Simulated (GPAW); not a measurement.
Runs of GPAW 26.7.0 on Ir. The structure is cubic, space group Fm-3m (No. 225). Conventional cell: a = 3.831 Å, b = 3.831 Å, c = 3.831 Å, α = 90.00°, β = 90.00°, γ = 90.00°. Ir (site symmetry m-3m) is surrounded by 12 Ir at 2.71 Å. 

| task | level | potentials or basis | cell | smearing | optimizer | fmax | max steps | convergence | eigensolver | gap on the mesh (eV) | pressure (GPa) | V0 of scaled cells (Å³/atom) | relaxed volume (Å³/atom) | B0 (GPa) |
| --- | --- | --- | --- | --- | --- | --- | --- | --- | --- | --- | --- | --- | --- | --- |
| relaxation of cell and atoms | PBEsol+D3(BJ)+ATM | PAW data sets generated in the run's folder for this functional, pw | relaxed | fermi-dirac 0.05 eV | BFGS | 0.02 eV/Å | 60 | density=1e-05 forces=0.0001 | - | none | -0.1 | - | 13.78 | - |
| equation of state | PBE | GPAW PAW data sets (gpaw-data 1.2.1), pw | as given | fermi-dirac 0.05 eV | - | - | - | - | - | - | - | 14.44 | - | 350 |
| relaxation of cell and atoms | BLYP+D3(BJ) | PAW data sets generated in the run's folder for this functional, pw | relaxed | fermi-dirac 0.05 eV | FIRE | 0.02 eV/Å | 40 | density=1e-05 forces=0.0001 | davidson | none | 0.2 | - | 14.26 | - |
| equation of state | PBEsol+D4 | PAW data sets generated in the run's folder for this functional, pw | as given | fermi-dirac 0.05 eV | - | - | - | - | - | - | - | (b) | - | (a) |
| single point | PBE | GPAW PAW data sets (gpaw-data 1.2.1), pw | as given | gaussian 0.011 eV | - | - | - | - | - | none | 9.8 | - | - | - |

Alike in all rows: no spin polarisation; k mesh 12 × 12 × 12; cutoff (eV) 600.

Q: Fill in the values left out.

A: (a) 406; (b) 13.80.

Caveats: later steps reuse the first step's grids (some runs); pairwise dispersion overbinds metals, which lowers pressure and volume (some runs).

A k mesh can miss the band edges, and the runs leave out spin-orbit coupling on Ir.

A gap of «none» marks a metal or a gap under the smearing width.

Not every run made on this cell is shown here.
